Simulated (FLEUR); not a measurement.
# Calculated records

**Collinear magnetic orders of Co4 Ru2 Co4 0001 with FLEUR**

The cell holds 10 atoms: 8 Co and 2 Ru. Cell: a = 2.706 Å, b = 2.706 Å, c = 28.542 Å, α = 90.0°, β = 90.0°, γ = 120.0°. ideal sites on the substrate's mesh, layer spacings from atomic volumes, unrelaxed, 12 A of vacuum. Vacuum lies along c.

```
method                   : PBE; all-electron FLAPW film, Dirac cores, scalar-relativistic bands
program                  : FLEUR MaX-R8.1
settings of one run      : kmax 3.89 1/bohr, gmax 11.7 1/bohr, muffin tin radii Co: 2.11, Ru: 2.38 bohr, lmax Co: [8, 6], Ru: [8, 6], hist occupations, smearing width 0.05 eV, mixer Anderson, mixing 0.03, max iterations 150, stop 2.00e-5 me/bohr³, film mode on, collinear spin, 20×20×1 k-mesh, mesh matched on, starting moments 1.8 1.8 1.8 1.8 0 0 1.8 1.8 1.8 1.8 μB
cost                     : 2 runs, 54 min in all on 4 MPI ranks of Arm Neoverse V2, shared host (the runs of this entry)
notes                    : The run is spin-polarised, with a total moment of 12.52 μB a cell. This is the lowest of 2 finished starts, no proof of the ground state.
lowest state found       : ferromagnetic (initial ferro ++++++++)
largest site spin moment : 1.84 μB
next finished state      : antiferromagnetic, 2.04 meV a seeded atom higher
```

The lowest state found is ferromagnetic, reached from the start ferro ++++++++, with moments up to 1.84 μB. The two lowest states lie so close that the mesh, the functional or spin–orbit coupling could swap them.

[Logs and program files are shortened in this print: banners, set-up blocks, solver, clock and traceback lines can be left out without a mark of their own.]

[Logs are printed without paths, hosts, clocks, repeated set-up lines and the standing remarks that a program may print on its own settings, such as how far it seeks lower states.]

[Hosts, paths, dates, database ids (printed as entryN), source tags and the programs' standing remarks are cut or masked in the printed files.]

[Where a cell is said to come from a database of computed structures, the database is the Materials Project.]
